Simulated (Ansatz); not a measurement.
# Ionic part of the dielectric constant of CaF₂, mode by mode

The calculation used DFT r2SCAN+D3(BJ), scalar-relativistic, plane waves, PAW in Ansatz. Cutoff 500 eV, 8×8×8 k-points (Γ-centred), fixed occupations. No spin polarisation. Phonons by linear response, acoustic sum rule imposed.

It takes space group Fm-3m (No. 225, cubic). The conventional cell has a = 5.420 Å, b = 5.420 Å, c = 5.420 Å, α = 90.00°, β = 90.00°, γ = 90.00°. Around Ca (site symmetry m-3m) lie 8 F at 2.35 Å. Around F (site symmetry -43m) lie 4 Ca at 2.35 Å.

The cell is the ideal cubic fluorite prototype.

The primitive cell has V = 39.81 Å³ and ε∞,xx = 2.199. Each polar mode adds Δε = (4.92064×10⁷/V)·S/ν² along x, with S its oscillator strength in e²/amu, ν in cm⁻¹ and V in Å³.

Problem. From these modes, find each Δε and ε0,xx.
```
ν (cm⁻¹) S_xx (e²/amu)
   269.2         0.2826
```

Solution.
```
ν (cm⁻¹)    Δε
   269.2  4.82
```

The sum is 4.818, so ε0,xx = 7.02; the run's tensor has 7.02.

Problem. Where do the longitudinal modes lie for a wave vector along x?

Solution. At 481 cm⁻¹. The Lyddane–Sachs–Teller product Π(ν_LO/ν_TO)² = 3.19 matches ε0/ε∞ = 3.19.

Cost: 1 run of about 2 core-minutes, on Arm Neoverse V2 (shared hosts).

The static dielectric response of CaF₂ is mainly ionic: the lattice adds 4.82 to an electronic constant of only 2.199. The electronic part is small because the filled F 2p shell is tightly bound and separated from the empty Ca-derived states by a wide gap. The whole lattice part comes from one triply degenerate polar mode, in which the Ca sublattice moves against the two F sublattices. The other optical mode of fluorite moves the two F sublattices against each other, leaves Ca at rest and carries no dipole by symmetry.

The oscillator strength, taken with the masses, implies a dynamical charge on Ca somewhat above its formal value. This suggests that a little F 2p–Ca 3d mixing shifts charge as the ions move, in an otherwise strongly ionic crystal. The same charge, weakly screened by the electrons, produces the macroscopic field that lifts the longitudinal mode to 481 cm⁻¹. With a single polar mode, the Lyddane–Sachs–Teller agreement confirms internal consistency, not the accuracy of the frequency or the dielectric constants.
